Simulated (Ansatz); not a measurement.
Theory: DFT PBE, scalar-relativistic, plane waves, PAW (Ansatz 0.2.0). Settings: cutoff 420 eV, Γ-centred meshes spaced at most about 0.3 Å⁻¹ (2π included), Gaussian smearing. No spin polarisation.

Temperature and zero-point effects are left out.

**Question.** Order these relaxed structures of MgZn5O6 by energy, lowest first, with the energy over the lowest of them.
A.

```
CELL_PARAMETERS angstrom
2.15952 -6.47923 0.00000
2.15952 6.47923 0.00000
0.00000 0.00000 4.31756
ATOMIC_POSITIONS crystal
Mg 0.00000 0.00000 0.00000
Zn 0.66763 0.33237 0.00000
Zn 0.33237 0.66763 0.00000
Zn 0.16645 0.83355 0.50000
Zn 0.50000 0.50000 0.50000
Zn 0.83355 0.16645 0.50000
O 0.00000 0.00000 0.50000
O 0.33260 0.66740 0.50000
O 0.66740 0.33260 0.50000
O 0.50000 0.50000 0.00000
O 0.83526 0.16474 0.00000
O 0.16474 0.83526 0.00000
```

B.

```
CELL_PARAMETERS angstrom
3.27087 0.00000 0.00000
0.00000 3.27087 0.00000
0.00000 0.00000 13.78516
ATOMIC_POSITIONS crystal
Mg 0.00000 0.00000 0.50000
Zn 0.00000 0.00000 0.83290
Zn 0.50000 0.50000 0.00000
Zn 0.00000 0.00000 0.16710
Zn 0.50000 0.50000 0.33431
Zn 0.50000 0.50000 0.66569
O 0.50000 0.00000 0.08355
O 0.00000 0.50000 0.25062
O 0.50000 0.00000 0.41839
O 0.00000 0.50000 0.58161
O 0.50000 0.00000 0.74938
O 0.00000 0.50000 0.91645
```

**Answer.** B (0 meV/atom), A (106 meV/atom). Forms: B P-4m2; A Cmmm. Counting O atoms around Mg and Zn (those within 1.25 times the shortest such distance or 1.15 times the sum of covalent radii, 1.27 where that leaves under three): B has Mg 4, Zn 4; A has Mg 6, Zn 6. Both come from invented guesses. Shaken at random and relaxed again, B came back.

Cells without such a test can be saddle points. Some types were kept out of the candidates beforehand, so the set may lack a known form.
